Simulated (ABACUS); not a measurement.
# InP (F-43m) in ABACUS: equation of state

Aim: energy against volume of InP in PBE, for its equilibrium volume and stiffness.

Everything below comes from runs of ABACUS 3.10.1. Logs are shortened: lines on timing, memory, paths and dates and some standing lists are left out, and cuts for length are marked.

**The experiment to reproduce.**

A printed reference work, data compilation reports, for a bulk crystal of InP: bulk modulus 71 GPa.

The results are compared with them further down.

**1. Starting point**

Symmetry: F-43m, No. 216, cubic system. Conventional cell: a = 5.861 Å, b = 5.861 Å, c = 5.861 Å, α = 90.00°, β = 90.00°, γ = 90.00°. In (site symmetry -43m) has 4 P at 2.54 Å as nearest neighbours. Around P (site symmetry -43m) lie 4 In at 2.54 Å.

**2. Equation of state, PBE, 23.66 Å³/atom (volume scaled by 0.94)**

INPUT

```
INPUT_PARAMETERS
suffix              InP
calculation         scf
basis_type          pw
pseudo_dir          ./
symmetry            1
dft_functional      pbe
ecutwfc             71
pseudo_rcut         10
nspin               1
nbands              13
ks_solver           dav
smearing_method     fd
smearing_sigma      0.00367493
scf_thr             1e-08
scf_nmax            100
mixing_type         broyden
mixing_beta         0.7
cal_force           1
cal_stress          1
kpar                4
```

STRU

```
ATOMIC_SPECIES
In 114.8180 In.upf
P 30.9738 P.upf

LATTICE_CONSTANT
1.8897261246

LATTICE_VECTORS
0.0000000000 2.8706770916 2.8706770916
2.8706770916 0.0000000000 2.8706770916
2.8706770916 2.8706770916 0.0000000000

ATOMIC_POSITIONS
Direct

In
0.0
1
0.0000000000 0.0000000000 0.0000000000 1 1 1

P
0.0
1
0.7500000000 0.7500000000 0.7500000000 1 1 1
```

KPT

```
K_POINTS
0
Gamma
8 8 8 0 0 0
```

Potentials or basis: PseudoDojo NC SR 0.4.1 PBE standard, plane waves.

Launch:

```sh
> OMP_NUM_THREADS=1 mpirun -np 4 abacus > log
```

running log:

```text
ABACUS v3.10.1

               Atomic-orbital Based Ab-initio Computation at UStc

 ------------------------------------------------------------------------------------

 READING GENERAL INFORMATION
                           global_out_dir = OUT.InP/
                           global_in_card = INPUT
                               pseudo_dir = ./
                              orbital_dir =
                                    DSIZE = 4
                                    GSIZE = 1

 READING UNITCELL INFORMATION
                                    ntype = 2
                  lattice constant (Bohr) = 1.88973
              lattice constant (Angstrom) = 1

 READING ATOM TYPE 1
                               atom label = In
                      L=0, number of zeta = 1
                      L=1, number of zeta = 1
                      L=2, number of zeta = 1
             number of atom for this type = 1

 READING ATOM TYPE 2
                               atom label = P
                      L=0, number of zeta = 1
                      L=1, number of zeta = 1
                      L=2, number of zeta = 1
             number of atom for this type = 1

                        TOTAL ATOM NUMBER = 2
DIRECT COORDINATES
    atom                   x                   y                   z     mag                  vx                  vy                  vz
taud_In1            0.0000000000        0.0000000000        0.0000000000  0.0000        0.0000000000        0.0000000000        0.0000000000
taud_P1            0.7500000000        0.7500000000        0.7500000000  0.0000        0.0000000000        0.0000000000        0.0000000000

                          Volume (Bohr^3) = 319.286
                             Volume (A^3) = 47.3132

 Lattice vectors: (Cartesian coordinate: in unit of a_0)
                   +0            +2.87068            +2.87068
             +2.87068                  +0            +2.87068
             +2.87068            +2.87068                  +0
 Reciprocal vectors: (Cartesian coordinate: in unit of 2 pi/a_0)
            -0.174175           +0.174175           +0.174175
            +0.174175           -0.174175           +0.174175
            +0.174175           +0.174175           -0.174175
 The esolver type has been set to : ksdft_pw

                PAO radial cut off (Bohr) = 10

 Read in pseudopotential file is In.upf
                     pseudopotential type = NC
          exchange-correlation functional = PBE
                 nonlocal core correction = 1
                        valence electrons = 13
                                     lmax = 2
                           number of zeta = 3
                     number of projectors = 6
[... 214 lines left out ...]
WARNING: norm of atomic wavefunction # 3 of atomic type In is 0.998067, renormalized

 number of pseudo atomic orbitals for P is 2
WARNING: norm of atomic wavefunction # 2 of atomic type P is 0.999977, renormalized

 -------------------------------------------
 SELF-CONSISTENT
 -------------------------------------------
                                 init_chg = atomic

 PW ALGORITHM --------------- ION=   1  ELEC=   1--------------------------------
 Notice: Threshold on eigenvalues was too large.
 hsover_error=0.18 > DRHO=0.110371
 Origin diag ethr = 0.01
 New diag ethr = 0.000613171

 Density error is 0.107837735104
                          Error Threshold = 0.000613170851608
----------------------------------------------------------
     Energy           Rydberg                 eV
----------------------------------------------------------
 E_KohnSham     -146.7523416362      -1996.6680410949
 E_Harris       -147.6839382685      -2009.3430635318
 E_Fermi        0.5818229012         7.9161066833
----------------------------------------------------------
[... 63 lines left out ...]
 Density error is 6.37422921897e-10
                          Error Threshold = 2.79006522024e-10
----------------------------------------------------------
     Energy           Rydberg                 eV
----------------------------------------------------------
 E_KohnSham     -146.7792614087      -1997.0343033896
 E_KS(sigma->0) -146.7792614002      -1997.0343032738
 E_Harris       -146.7792971778      -1997.0347900531
 E_band         -2.8078335509        -38.2025353273
 E_one_elec     -46.7352263029       -635.8653750391
 E_Hartree      35.8399507331        487.6275460094
 E_xc           -44.2938709770       -602.6490317637
 E_Ewald        -91.5901148449       -1246.1474423646
 E_entropy(-TS) -0.0000000170        -0.0000002316
 E_descf        0.0000000000         0.0000000000
 E_exx          0.0000000000         0.0000000000
 E_Fermi        0.6262263343         8.5202463848
----------------------------------------------------------

 charge density convergence is achieved
 final etot is -1997.0343034 eV
 EFERMI = 8.5202463848 eV

 STATE ENERGY(eV) AND OCCUPATIONS    NSPIN == 1
 1/8 kpoint (Cartesian) = 0.0000 0.0000 0.0000 (3215 pws)
       1       -6.42591     0.00390625
       2       -6.42591     0.00390625
       3       -6.42591     0.00390625
       4       -6.24359     0.00390625
       5       -6.24359     0.00390625
       6       -3.99519     0.00390625
       7        7.96566     0.00390619
       8        7.96566     0.00390619
       9        7.96566     0.00390619
      10        9.01476    1.97898e-07
      11        12.0498    8.60081e-34
      12        12.0498    8.60081e-34
      13        12.0498    8.60081e-34
[... 61 lines left out ...]
 6/8 kpoint (Cartesian) = 0.0000 0.0000 0.043544 (3223 pws)
       1       -6.46713      0.0234375
       2       -6.40802      0.0234375
       3       -6.40802      0.0234375
       4       -6.25128      0.0234375
       5       -6.23730      0.0234375
       6       -3.73448      0.0234375
       7        6.46633      0.0234375
       8        7.39195      0.0234375
       9        7.39195      0.0234375
      10        10.4332    5.67888e-19
      11        11.3882    2.88113e-27
      12        12.8439    6.53466e-40
      13        12.8439    6.53466e-40

[... levels at 2 further k points ...]

------------------------------------------------------------------------------------------
 TOTAL-FORCE (eV/Angstrom)
------------------------------------------------------------------------------------------
                       In1         0.0000000000         0.0000000000         0.0000000000
                        P1         0.0000000000         0.0000000000         0.0000000000
------------------------------------------------------------------------------------------

----------------------------------------------------------------
 TOTAL-STRESS (KBAR)
----------------------------------------------------------------
        87.1157416580         0.0000000000        -0.0000000000
        -0.0000000000        87.1157416580         0.0000000000
        -0.0000000000         0.0000000000        87.1157416580
----------------------------------------------------------------
 TOTAL-PRESSURE: 87.115742 KBAR

 --------------------------------------------
 !FINAL_ETOT_IS -1997.0343033895730969 eV
 --------------------------------------------
```

Wall time 6 s (4 MPI ranks of Intel Xeon Platinum 8488C (Sapphire Rapids), shared host); peak memory 0.32 GiB.

What came out:

* Free energy: -1997.0343 eV
* Pressure: 8.7 GPa
* Band gap on the k mesh: 1.05 eV, direct

Caveat: spin-orbit coupling is left out, which moves the levels of the heavy elements.

**3. Equation of state, PBE, 24.16 Å³/atom (volume scaled by 0.96)**

INPUT is that of step 2.

STRU: that of step 2 with these lines changed.

```diff
@@ -8,5 +8,5 @@
 LATTICE_VECTORS
-0.0000000000 2.8706770916 2.8706770916
-2.8706770916 0.0000000000 2.8706770916
-2.8706770916 2.8706770916 0.0000000000
+0.0000000000 2.8908937935 2.8908937935
+2.8908937935 0.0000000000 2.8908937935
+2.8908937935 2.8908937935 0.0000000000
```

KPT is that of step 2.

Potentials or basis: PseudoDojo NC SR 0.4.1 PBE standard, plane waves.

Launch:

```sh
> OMP_NUM_THREADS=1 mpirun -np 4 abacus > log
```

Wall time 6 s (4 MPI ranks of Intel Xeon Platinum 8488C (Sapphire Rapids), shared host); peak memory 0.36 GiB.

The run converged. Its results:

```
Free energy            : -1997.0828 eV
Pressure               : 6.7 GPa
Band gap on the k mesh : 0.93 eV, direct
```

Caveat: spin-orbit coupling is left out, which moves the levels of the heavy elements.

**4. Equation of state, PBE, 24.66 Å³/atom (volume scaled by 0.98)**

INPUT is that of step 3.

STRU: that of step 3 with these lines changed.

```diff
@@ -8,5 +8,5 @@
 LATTICE_VECTORS
-0.0000000000 2.8908937935 2.8908937935
-2.8908937935 0.0000000000 2.8908937935
-2.8908937935 2.8908937935 0.0000000000
+0.0000000000 2.9108316221 2.9108316221
+2.9108316221 0.0000000000 2.9108316221
+2.9108316221 2.9108316221 0.0000000000
```

KPT is that of step 3.

Launch:

```sh
> OMP_NUM_THREADS=1 mpirun -np 4 abacus > log
```

It took 6 s on 4 MPI ranks of Intel Xeon Platinum 8488C (Sapphire Rapids), shared host; peak memory 0.36 GiB.

It converged, with:

| Quantity | Value |
| --- | --- |
| Free energy | -1997.1196 eV |
| Pressure | 5.0 GPa |
| Band gap on the k mesh | 0.82 eV, direct |

Caveat: spin-orbit coupling is left out, which moves the levels of the heavy elements.

**5. Equation of state, PBE, 25.17 Å³/atom**

INPUT is that of step 4.

STRU: that of step 4 with these lines changed.

```diff
@@ -8,5 +8,5 @@
 LATTICE_VECTORS
-0.0000000000 2.9108316221 2.9108316221
-2.9108316221 0.0000000000 2.9108316221
-2.9108316221 2.9108316221 0.0000000000
+0.0000000000 2.9305000000 2.9305000000
+2.9305000000 0.0000000000 2.9305000000
+2.9305000000 2.9305000000 0.0000000000
```

KPT is that of step 4.

Launch:

```sh
> OMP_NUM_THREADS=1 mpirun -np 4 abacus > log
```

It took 6 s on 4 MPI ranks of Intel Xeon Platinum 8488C (Sapphire Rapids), shared host; peak memory 0.36 GiB.

It converged, with:

```
Free energy            : -1997.1459 eV
Pressure               : 3.4 GPa
Band gap on the k mesh : 0.71 eV, direct
```

Caveat: spin-orbit coupling is left out, which moves the levels of the heavy elements.

**6. Equation of state, PBE, 25.67 Å³/atom (volume scaled by 1.02)**

INPUT is that of step 5.

STRU: that of step 5 with these lines changed.

```diff
@@ -8,5 +8,5 @@
 LATTICE_VECTORS
-0.0000000000 2.9305000000 2.9305000000
-2.9305000000 0.0000000000 2.9305000000
-2.9305000000 2.9305000000 0.0000000000
+0.0000000000 2.9499078504 2.9499078504
+2.9499078504 0.0000000000 2.9499078504
+2.9499078504 2.9499078504 0.0000000000
```

KPT is that of step 5.

Potentials or basis: PseudoDojo NC SR 0.4.1 PBE standard, plane waves.

Launch:

```sh
> OMP_NUM_THREADS=1 mpirun -np 4 abacus > log
```

Run time: 6.2 s. Hardware: 4 MPI ranks of Intel Xeon Platinum 8488C (Sapphire Rapids), shared host; peak memory 0.36 GiB.

The run converged. Its results:

```yaml
Free_energy: -1997.1628 eV
Pressure: 2.0 GPa
Band_gap_on_the_k_mesh: 0.60 eV, direct
```

Caveat: spin-orbit coupling is left out, which moves the levels of the heavy elements.

**7. Equation of state, PBE, 26.17 Å³/atom (volume scaled by 1.04)**

INPUT is that of step 6.

STRU: that of step 6 with these lines changed.

```diff
@@ -8,5 +8,5 @@
 LATTICE_VECTORS
-0.0000000000 2.9499078504 2.9499078504
-2.9499078504 0.0000000000 2.9499078504
-2.9499078504 2.9499078504 0.0000000000
+0.0000000000 2.9690636329 2.9690636329
+2.9690636329 0.0000000000 2.9690636329
+2.9690636329 2.9690636329 0.0000000000
```

KPT is that of step 6.

Launch:

```sh
> OMP_NUM_THREADS=1 mpirun -np 4 abacus > log
```

Wall time 6.1 s (4 MPI ranks of Intel Xeon Platinum 8488C (Sapphire Rapids), shared host); peak memory 0.36 GiB.

Results (log left out):

| Quantity | Value |
| --- | --- |
| Free energy | -1997.1712 eV |
| Pressure | 0.7 GPa |
| Band gap on the k mesh | 0.50 eV, direct |

Caveat: spin-orbit coupling is left out, which moves the levels of the heavy elements.

**8. Equation of state, PBE, 26.68 Å³/atom (volume scaled by 1.06)**

INPUT is that of step 7.

STRU: that of step 7 with these lines changed.

```diff
@@ -8,5 +8,5 @@
 LATTICE_VECTORS
-0.0000000000 2.9690636329 2.9690636329
-2.9690636329 0.0000000000 2.9690636329
-2.9690636329 2.9690636329 0.0000000000
+0.0000000000 2.9879753761 2.9879753761
+2.9879753761 0.0000000000 2.9879753761
+2.9879753761 2.9879753761 0.0000000000
```

KPT is that of step 7.

Launch:

```sh
> OMP_NUM_THREADS=1 mpirun -np 4 abacus > log
```

It took 6.1 s on 4 MPI ranks of Intel Xeon Platinum 8488C (Sapphire Rapids), shared host; peak memory 0.36 GiB.

The run converged. Its results:

```yaml
Free_energy: -1997.1720 eV
Pressure: -0.4 GPa
Band_gap_on_the_k_mesh: 0.39 eV, direct
```

Caveat: spin-orbit coupling is left out, which moves the levels of the heavy elements.

**9. Equation of state, PBE**

Potentials or basis: PseudoDojo NC SR 0.4.1 PBE standard, plane waves.

No new run: the results of the series are fitted here.

What came out:

* Equilibrium volume: 26.48 Å³/atom
* Bulk modulus: 60 GPa
* Pressure derivative of the bulk modulus: 4.6

Energy against volume, from the lowest point:
```tsv
volume (Å³/atom)	energy (meV/atom)
23.657	68.85
24.160	44.60
24.663	26.20
25.167	13.05
25.670	4.61
26.173	0.41
26.677	0.00
```

PBE usually gives volumes a little too large and moduli too small.

**10. Comparison with measurements**

Step 9. Measured bulk modulus of InP: 71 GPa (a printed reference work, data compilation). This calculation gives 60 GPa (-16.0 %). The fit is for a static lattice scaled at fixed shape and fixed fractional positions.
